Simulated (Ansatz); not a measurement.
# Co started in the widest void in diamond Si, 65 atoms, charge +1

All numbers come from Ansatz (PAW, plane waves, no spin–orbit coupling) at the single k point (¼, ¼, ¼) without its symmetry partners. The atoms were relaxed with PBEsol in a fixed cell; other functionals are single points on those atoms unless said otherwise. The valence top and gap of the host come from its small cell on a dense mesh, with the band extrema sought between the mesh points, lined up by the mean potential, PBEsol gap 0.46 eV, r²SCAN gap 0.76 eV. The charge correction uses an assumed dielectric constant of 11.7.

Relaxed structure:

```
Si Co
1.0
    10.86558    0.00000    0.00000
     0.00000   10.86558    0.00000
     0.00000    0.00000   10.86558
Si Co
64 1
Direct
  0.99952 0.99951 0.99869
  0.99963 0.99916 0.49820
  0.99953 0.49899 0.99847
  0.00091 0.50072 0.49985
  0.49930 0.99921 0.99861
  0.50077 0.00081 0.49982
  0.50079 0.50071 0.00008
  0.50397 0.50381 0.50296
  0.12429 0.12419 0.12343
  0.12296 0.12273 0.62585
  0.12283 0.62645 0.12213
  0.12453 0.62594 0.62523
  0.62682 0.12278 0.12214
  0.62603 0.12453 0.62509
  0.62606 0.62593 0.12376
  0.62820 0.62804 0.62738
  0.24969 0.24931 0.99967
  0.24726 0.24727 0.50120
  0.25022 0.75010 0.99890
  0.24996 0.74878 0.49997
  0.75043 0.25015 0.99881
  0.74918 0.24962 0.49980
  0.75060 0.75035 0.99915
  0.75127 0.75099 0.49857
  0.37513 0.37529 0.12465
  0.37510 0.37474 0.62331
  0.37511 0.87467 0.12491
  0.37520 0.87515 0.62373
  0.87489 0.37505 0.12488
  0.87536 0.37498 0.62365
  0.87536 0.87515 0.12428
  0.87548 0.87533 0.62489
  0.24959 0.00040 0.24871
  0.25028 0.99939 0.74960
  0.24734 0.50197 0.24660
  0.24989 0.50062 0.74813
  0.75046 0.99945 0.24949
  0.75054 0.99987 0.74957
  0.74902 0.50056 0.24895
  0.75133 0.49935 0.75044
  0.37529 0.12550 0.37437
  0.37526 0.12553 0.87403
  0.37504 0.62413 0.37392
  0.37507 0.62447 0.87448
  0.87501 0.12557 0.37427
  0.87530 0.12509 0.87432
  0.87533 0.62440 0.37413
  0.87555 0.62576 0.87465
  0.00046 0.24947 0.24867
  0.99970 0.25022 0.74943
  0.99964 0.75019 0.24941
  0.99994 0.75047 0.74970
  0.50214 0.24722 0.24631
  0.50080 0.24974 0.74828
  0.50086 0.74903 0.24898
  0.49955 0.75111 0.75047
  0.12548 0.37510 0.37435
  0.12594 0.37490 0.87396
  0.12599 0.87450 0.37419
  0.12514 0.87510 0.87458
  0.62434 0.37477 0.37416
  0.62464 0.37501 0.87458
  0.62462 0.87518 0.37433
  0.62603 0.87529 0.87465
  0.37949 0.37900 0.37832
```

Chemical potentials μ are those of reference phases of the elements at zero temperature by the same functional (the usual solids, diamond for C, grey Sn, and the molecules H2, N2, O2, F2, Cl2, Br2 and S8).

```
functional  E(defect) − E(host) − Σ nμ + q·E_VBM (eV)  monopole (eV)  alignment (eV)  formation energy at E_F = VBM (eV)  moment (μB)                         wall time, shared host
    PBEsol                                       0.75           0.16            0.15                                1.06          2.0  91 s on 7 threads of Neoverse-V2 (relaxation)
```

Q: Estimate the formation energy and moment that r²SCAN gives on these atoms.

A: 1.01 eV at E_F = VBM (0.69 eV before the monopole term 0.16 eV and the alignment 0.16 eV), moment 2.0 μB.

Q: How does the monopole term follow by hand for this cubic cell?

A: q²·α·e²/(4πε₀)/(2εL) with the Madelung constant α = 2.837 and e²/4πε₀ = 14.40 eV·Å: 1 × 2.837 × 14.40 / (2 × 11.7 × 10.866) = 0.16 eV.

r²SCAN one-electron levels near the gap (the ten most localised at most), from the host's valence top, not corrected for the charge's images:

```
level (eV)  spin  filling  atoms sharing it  element of the atom with most weight
     -0.27    up     1.00              64.5                                spread
     -0.27    up     1.00              64.5                                spread
     -0.24  down     1.00              54.4                                spread
     -0.23  down     1.00              54.3                                spread
      0.79  down     0.00               4.8                                    Co
      0.79  down     0.00               4.8                                    Co
      0.95    up     0.00              46.2                                spread
      1.01  down     0.00              49.7                                spread
```

One k point and a cell of this size can leave errors of several tenths of an eV in such numbers.
